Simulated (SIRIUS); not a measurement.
The system is AgCl (Chlorargyrite).

```
Ag Cl
1.0
     0.00000    2.73500    2.73500
     2.73500    0.00000    2.73500
     2.73500    2.73500    0.00000
Ag Cl
1 1
Direct
  0.00000 0.00000 0.00000
  0.50000 0.50000 0.50000
```

Base run:

```yaml
Program: SIRIUS 7.12.0
Functional: LDA
Potentials_or_basis: PseudoDojo 0.4.1 PBE standard (scalar relativistic)
Cutoff: 1127 eV
Density_cutoff: 4507 eV
k_mesh: 8 × 8 × 8
Occupations: fermi-dirac, width 0.05 eV
Spin: no spin polarisation
```

Its results: band gap on the k mesh 0.58 eV; pressure -3.7 GPa.

Question: The run is repeated on the same cell with these changes: functional from LDA to PBEsol; libxc names from ["XC_LDA_X", "XC_LDA_C_PW"] to ["XC_GGA_X_PBE_SOL", "XC_GGA_C_PBE_SOL"]. What comes out?

Answer: Band gap on the k mesh 0.72 eV; pressure -0.7 GPa.

Caveats: the potentials were made for another functional, which shifts forces and pressure.

A k mesh can miss the band edges.

Not every run made on this cell is shown here.
